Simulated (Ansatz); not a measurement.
## GaN (F-43m): birefringence under uniaxial strain

Cubic GaN (F-43m) is strained along the cube axis z = [001] with x and y held fixed, and the static electronic response is computed along x and z.

Cell: a, b, c = 3.187, 3.187, 3.187 Å (primitive vectors), 2 atoms.

Method: Ansatz 0.2.0, PBE, independent particles, k-mesh 10×10×10 with interpolation inside its cells, Gaussian parameter 0.1 eV.

Launch of the response step: `ansatz run input.yaml --threads 4 --pin off --max-ram 8192MiB --backend cpu --events-out ev --progress --plain --runs-dir out`. The series took 99 s in all, on 4 threads of Intel(R) Xeon(R) Processor @ 2.50GHz (Skylake/Cascade Lake), on a shared host.

```tsv
strain along z (%)	ε∞ along x	ε∞ along z	ε_z − ε_x
-2.0	5.9853	5.9540	-0.0313
-1.0	6.0365	6.0217	-0.0148
+0.0	6.0925	6.0925	+0.0000
+1.0	?	?	?
+2.0	6.2194	6.2525	+0.0331
+3.0	6.2919	6.3407	+0.0489
```

To first order the splitting is linear in the strain, ε_z − ε_x = −ε² (p₁₁ − p₁₂) · strain.

Working, on the rows shown:

| x = strain | y = ε_z − ε_x |
| --- | --- |
| -0.02 | -0.0313 |
| -0.01 | -0.0148 |
| 0 | 0 |
| 0.02 | 0.0331 |
| 0.03 | 0.0489 |

Means: x̄ = 0.004, ȳ = 0.00718. Σ(x − x̄)(y − ȳ) = 0.002759, Σ(x − x̄)² = 0.00172. Slope = 0.002759 / 0.00172 = 1.604; intercept = ȳ − slope · x̄ = 0.00076279. The line misses the rows shown by at most 0.00076.

Problem. Predict the last column of the withheld row from the fit.

Solution. At x = 0.01 the line gives y = 0.016806. The run gave +0.0166, so the interpolation is off by 0.00021, 0.3 % of the range in the table.

Between the rows on either side of x = 0 the slope is (0.0166 − -0.0148) / (0.01 − (-0.01)) = 1.57. So p₁₁ − p₁₂ = −1.57 / 6.09² = -0.042, and 1 % of strain gives n_z − n_x = +0.0032. These are long-wavelength values at fixed fractional positions; over small gaps they hang strongly on the gap. Excitons are left out and so are local fields; PBE gaps are as a rule too small. Spin-orbit coupling is left out.

[Logs are printed without paths, hosts, clocks, repeated set-up lines and the standing remarks that a program may print on its own settings, such as how far it seeks lower states.]
